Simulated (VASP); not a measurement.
# CrO2 (P4_2/mnm) in VASP: single point with PBE

Aim: the single point of CrO2 with PBE.

Everything below comes from runs of VASP 6.6.1. Logs are shortened: lines on timing, memory, paths and dates and some standing lists are left out, and cuts for length are marked.

### 1 The structure

Symmetry: P4_2/mnm, No. 136, tetragonal system. Conventional cell: a = 4.421 Å, b = 4.421 Å, c = 2.917 Å, α = 90.00°, β = 90.00°, γ = 90.00°. Cr (site symmetry mmm) has 6 O at 1.88 to 1.92 Å as nearest neighbours. O (site symmetry m2m) has 3 Cr at 1.88 to 1.92 Å as nearest neighbours.

### 2 Single point, PBE, collinear spin, ferromagnetic start

The input, INCAR:

```
  PREC = Accurate
  ENCUT = 520
  EDIFF = 1E-6
  ISMEAR = -1
  SIGMA = 0.05
  LREAL = F
  LASPH = T
  NELM = 150
  ALGO = Normal
  ISIF = 2
  LWAVE = F
  LCHARG = T
  ISPIN = 2
  MAGMOM = 4.5 4.5 0 0 0 0
  LORBIT = 11
  LMAXMIX = 4
  GGA = PE
  LELF = T
  LVHAR = T
  NBANDS = 37
```

The input, KPOINTS:

```
regular mesh
0
Gamma
  6 6 9
```

The input, POSCAR:

```
CrO2
1.0
    4.4210000000      0.0000000000      0.0000000000
    0.0000000000      4.4210000000      0.0000000000
    0.0000000000      0.0000000000      2.9170000000
Cr O
2 4
Direct
    0.5000000000      0.5000000000      0.5000000000
    0.0000000000      0.0000000000      0.0000000000
    0.8010000000      0.1990000000      0.5000000000
    0.6990000000      0.6990000000      0.0000000000
    0.1990000000      0.8010000000      0.5000000000
    0.3010000000      0.3010000000      0.0000000000
```

Potentials or basis: VASP PAW PBE potentials, release 64 (Cr_pv, O).

Run with:

```sh
cat potpaw_PBE.64/Cr_pv/POTCAR potpaw_PBE.64/O/POTCAR > POTCAR
mpirun -np 1 vasp_std > vasp.out
```

OUTCAR:

```text
PREC = Accurate
   ENCUT = 520
   EDIFF = 1E-6
   ISMEAR = -1
   LREAL = F
   LASPH = T
   NELM = 150
   ISIF = 2
   ISPIN = 2
   LORBIT = 11
   GGA = PE

 ion  position               nearest neighbor table
   1  0.500  0.500  0.500-   3 1.88   5 1.88   4 1.92   6 1.92   4 1.92   6 1.92
   2  0.000  0.000  0.000-   4 1.88   6 1.88   5 1.92   3 1.92   3 1.92   5 1.92
   3  0.801  0.199  0.500-   1 1.88   2 1.92   2 1.92
   4  0.699  0.699  0.000-   2 1.88   1 1.92   1 1.92
   5  0.199  0.801  0.500-   1 1.88   2 1.92   2 1.92
   6  0.301  0.301  0.000-   2 1.88   1 1.92   1 1.92

  LATTYP: Found a simple tetragonal cell.
 ALAT       =     4.4210000000
 C/A-ratio  =     0.6598054739

  Lattice vectors:

 A1 = (   4.4210000000,   0.0000000000,   0.0000000000)
 A2 = (   0.0000000000,   4.4210000000,   0.0000000000)
 A3 = (   0.0000000000,   0.0000000000,   2.9170000000)

Analysis of symmetry for initial positions (statically):
=====================================================================
 Subroutine PRICEL returns:
 Original cell was already a primitive cell.

 Routine SETGRP: Setting up the symmetry group for a
 simple tetragonal supercell.

 Subroutine GETGRP returns: Found 16 space group operations
 (whereof  8 operations were pure point group operations)
 out of a pool of 16 trial point group operations.

The static configuration has the point symmetry D_2h.
 The point group associated with its full space group is D_4h.

Analysis of symmetry for dynamics (positions and initial velocities):
=====================================================================
 Subroutine PRICEL returns:
 Original cell was already a primitive cell.

 Routine SETGRP: Setting up the symmetry group for a
 simple tetragonal supercell.

 Subroutine GETGRP returns: Found 16 space group operations
 (whereof  8 operations were pure point group operations)
 out of a pool of 16 trial point group operations.

The dynamic configuration has the point symmetry D_2h.
 The point group associated with its full space group is D_4h.

Analysis of structural, dynamic, and magnetic symmetry:
=====================================================================
 Subroutine PRICEL returns:
 Original cell was already a primitive cell.

 Routine SETGRP: Setting up the symmetry group for a
 simple tetragonal supercell.

 Subroutine GETGRP returns: Found 16 space group operations
 (whereof  8 operations were pure point group operations)
 out of a pool of 16 trial point group operations.

The overall configuration has the point symmetry D_2h.
 The point group associated with its full space group is D_4h.

 Subroutine INISYM returns: Found 16 space group operations
 (whereof  8 operations are pure point group operations),
 and found     1 'primitive' translations

----------------------------------------------------------------------------------------

                                     Primitive cell

  volume of cell :      57.0135

  direct lattice vectors                    reciprocal lattice vectors
     4.421000000  0.000000000  0.000000000     0.226193169  0.000000000  0.000000000
     0.000000000  4.421000000  0.000000000     0.000000000  0.226193169  0.000000000
     0.000000000  0.000000000  2.917000000     0.000000000  0.000000000  0.342817964

  length of vectors
     4.421000000  4.421000000  2.917000000     0.226193169  0.226193169  0.342817964

  position of ions in fractional coordinates (direct lattice)
     0.500000000  0.500000000  0.500000000
     0.000000000  0.000000000  0.000000000
     0.801000000  0.199000000  0.500000000
     0.699000000  0.699000000  0.000000000
     0.199000000  0.801000000  0.500000000
     0.301000000  0.301000000  0.000000000

  ion indices of the primitive-cell ions
   primitive index   ion index
                 1           1
                 2           2
                 3           3
                 4           4
                 5           5
                 6           6

----------------------------------------------------------------------------------------

 KPOINTS: regular mesh

Automatic generation of k-mesh.
 Grid dimensions read from file:
[... 47 lines left out ...]
   k-points           NKPTS =     50   k-points in BZ     NKDIM =     50   number of bands    NBANDS=     37
   number of dos      NEDOS =    301   number of ions     NIONS =      6
   total plane-waves  NPLWV =  31104
   dimension x,y,z NGX =    36 NGY =   36 NGZ =   24
   dimension x,y,z NGXF=    72 NGYF=   72 NGZF=   48
   ions per type =               2   4
   NGX,Y,Z   is equivalent  to a cutoff of  13.54, 13.54, 13.68 a.u.
   NGXF,Y,Z  is equivalent  to a cutoff of  27.07, 27.07, 27.36 a.u.
 SYSTEM =  unknown system
   PREC   = accura    normal or accurate (medium, high low for compatibility)
   ISTART =      0    job   : 0-new  1-cont  2-samecut
   ICHARG =      2    charge: 1-file 2-atom 10-const
   ISPIN  =      2    spin polarized calculation?
   LNONCOLLINEAR =      F non collinear calculations
   LSORBIT =      F    spin-orbit coupling
   LASPH  =      T    aspherical Exc in radial PAW
   ENCUT  =  520.0 eV  38.22 Ry    6.18 a.u.   8.22  8.22  5.42*2*pi/ulx,y,z
   NELM   =    150;   NELMIN=  2; NELMDL= -5     # of ELM steps
   EDIFF  = 0.1E-05   stopping-criterion for ELM
   LREAL  =      F    real-space projection
   EDIFFG = 0.1E-04   stopping-criterion for IOM
   NSW    =      0    number of steps for IOM
   IBRION =     -1    ionic relax: 0-MD 1-quasi-New 2-CG
   NFREE  =      0    steps in history (QN), initial steepest desc. (CG)
   ISIF   =      2    stress and relaxation
   ISYM   =      2    0-nonsym 1-usesym 2-fastsym
   POTIM  = 0.5000    time-step for ionic-motion
   TEBEG  =    0.0;   TEEND  =   0.0 temperature during run
   PSTRESS=    0.0 pullay stress
   NELECT =      48.0000    total number of electrons
   NUPDOWN=      -1.0000    fix difference up-down
   EMIN   =  10.00;   EMAX   =-10.00  energy-range for DOS
   EFERMI =   0.00;   METHOD = LEGACY
   ISMEAR =    -1;   SIGMA  =   0.05  broadening in eV -4-tet -1-fermi 0-gaus
   EFERMI_NEDOS =   21; number of points for ismear=-14 and -15
   IALGO  =     38    algorithm
   IMIX   =      4    mixing-type and parameters
     AMIX     =   0.40;   BMIX     =  1.00
     AMIX_MAG =   1.60;   BMIX_MAG =  1.00
  volume/ion in A,a.u.               =       9.50        64.12
  Fermi-wavevector in a.u.,A,eV,Ry     =   1.545834  2.921202 32.512505  2.389602
  Thomas-Fermi vector in A             =   2.651156
   LORBIT       =     11    0 simple, 1 ext, 2 COOP (PROOUT), +10 PAW based schemes
   GGA     = PE    functional components
   LHFCALC =     F    Hartree Fock is set to
   AEXX    =    0.0000 exact exchange contribution
   IVDW    =     0    specifies the selected vdW correction
   LEPSILON=     F    determine dielectric tensor
   LRPA    =     F    only Hartree local field effects (RPA)
 spin polarized calculation
  energy-cutoff  :      520.00
  volume of cell :       57.01
 maximum number of plane-waves:      1567
 NGX is ok and might be reduce to    36
   NGX = 17   NGY = 17   NGZ = 11

 number of electron      48.0000028 magnetization       3.9995864

 Free energy of the ion-electron system (eV)
  ---------------------------------------------------
  ext. energy  EPLUGINS =         0.00000000
  ---------------------------------------------------
  free energy    TOTEN  =       -50.34330303 eV

  energy without entropy =      -50.33227888  energy(sigma->0) =      -50.33779095

 E-fermi :   5.6778     XC(G=0): -11.9123

 val. band max:        5.6554324110   @ k =   0.5000   0.5000   0.4444
 cond. band min:       5.7170069142   @ k =   0.1667   0.1667   0.4444
 fundamental gap:      0.0615745031
 Fermi energy:         5.6778262475

 spin component 1

 k-point     1 :       0.0000    0.0000    0.0000
  band No.  band energies     occupation
      1     -39.2619      1.00000
      2     -39.2619      1.00000
      3     -39.1371      1.00000
      4     -39.1371      1.00000
      5     -39.0547      1.00000
      6     -39.0405      1.00000
[... 925 lines left out ...]
     35      16.5987      0.00000
     36      16.5987      0.00000

 [... further k-points ...]

 spin component 2

 k-point     1 :       0.0000    0.0000    0.0000
  band No.  band energies     occupation
      1     -37.2573      1.00000
      2     -37.2573      1.00000
      3     -36.9106      1.00000
      4     -36.9106      1.00000
      5     -36.6789      1.00000
      6     -36.6619      1.00000
[... 925 lines left out ...]
     35      16.7747      0.00000
     36      16.7747      0.00000

 [... further k-points ...]

 [bands above 36 left out]

------------------------ aborting loop because EDIFF is reached ----------------------------------------

  FORCE on cell =-STRESS in cart. coord.  units (eV):
  Direction    XX          YY          ZZ          XY          YZ          ZX
  --------------------------------------------------------------------------------------
  -------------------------------------------------------------------------------------
  Total        1.1696742      1.1696742      0.8633160      0.0000000      0.0000000      0.0000000
  in kB       32.8698746     32.8698746     24.2606778      0.0000000      0.0000000      0.0000000
  external PRESSURE =      30.0001423 kB  Pullay stress =       0.0000000 kB

 VOLUME and BASIS-vectors are now :
 -----------------------------------------------------------------------------
  energy-cutoff  :      520.00
  volume of cell :       57.01
      direct lattice vectors                 reciprocal lattice vectors
     4.421000000  0.000000000  0.000000000     0.226193169  0.000000000  0.000000000
     0.000000000  4.421000000  0.000000000     0.000000000  0.226193169  0.000000000
     0.000000000  0.000000000  2.917000000     0.000000000  0.000000000  0.342817964

 POSITION                                       TOTAL-FORCE (eV/Angst)
 -----------------------------------------------------------------------------------
      2.21050      2.21050      1.45850         0.000000     -0.000000      0.000000
      0.00000      0.00000      0.00000         0.000000     -0.000000      0.000000
      3.54122      0.87978      1.45850         0.184851     -0.184851      0.000000
      3.09028      3.09028      0.00000        -0.184851     -0.184851      0.000000
      0.87978      3.54122      1.45850        -0.184851      0.184851      0.000000
      1.33072      1.33072      0.00000         0.184851      0.184851      0.000000
 -----------------------------------------------------------------------------------
    total drift:                                0.000000      0.000000      0.000000

  FREE ENERGIE OF THE ION-ELECTRON SYSTEM (eV)
  ---------------------------------------------------
  free  energy   TOTEN  =       -50.3433030271 eV

  energy  without entropy=      -50.3322788768  energy(sigma->0) =      -50.33779095

 total charge

# of ion       s       p       d       tot
------------------------------------------
    1        0.366   6.464   4.028  10.858
    2        0.366   6.464   4.028  10.858
    3        1.572   3.464   0.000   5.036
    4        1.572   3.464   0.000   5.036
    5        1.572   3.464   0.000   5.036
    6        1.572   3.464   0.000   5.036
--------------------------------------------------
tot          7.020  26.783   8.056  41.859

 magnetization (x)

# of ion       s       p       d       tot
------------------------------------------
    1        0.024   0.032   2.040   2.096
    2        0.024   0.032   2.040   2.096
    3       -0.003  -0.071   0.000  -0.073
    4       -0.003  -0.071   0.000  -0.073
    5       -0.003  -0.071   0.000  -0.073
    6       -0.003  -0.071   0.000  -0.073
--------------------------------------------------
tot          0.038  -0.219   4.080   3.899
```

Run time: 83 s. Hardware: 1 thread of Intel Xeon 6975P-C (Granite Rapids), shared host; peak memory 0.29 GiB.

What came out:

```yaml
Free_energy: -50.3433 eV
Pressure: 3.0 GPa
Largest_force: 0.261 eV/Å
Band_gap_on_the_k_mesh: none (metal or under the smearing width)
Net_moment: 4.00 μB per cell
Site_moments: Cr +2.10; O -0.07 μB
Valence_electrons_inside_the_program's_atomic_spheres: Cr 10.86; O 5.04
```

Forces on the atoms (eV/Å):
```
Cr   0.000  0.000  0.000
Cr   0.000  0.000  0.000
O    0.185 -0.185  0.000
O   -0.185 -0.185  0.000
O   -0.185  0.185  0.000
O    0.185  0.185  0.000
```

Caveat: semilocal functionals often make such compounds metallic where correlation or magnetic order opens a gap, which also shifts bond lengths; only a ferromagnetic start was run, and an antiferromagnetic order may lie lower in energy. With open d or f shells a metallic result of PBE can be an artefact of self-interaction; +U or a hybrid may open a gap.
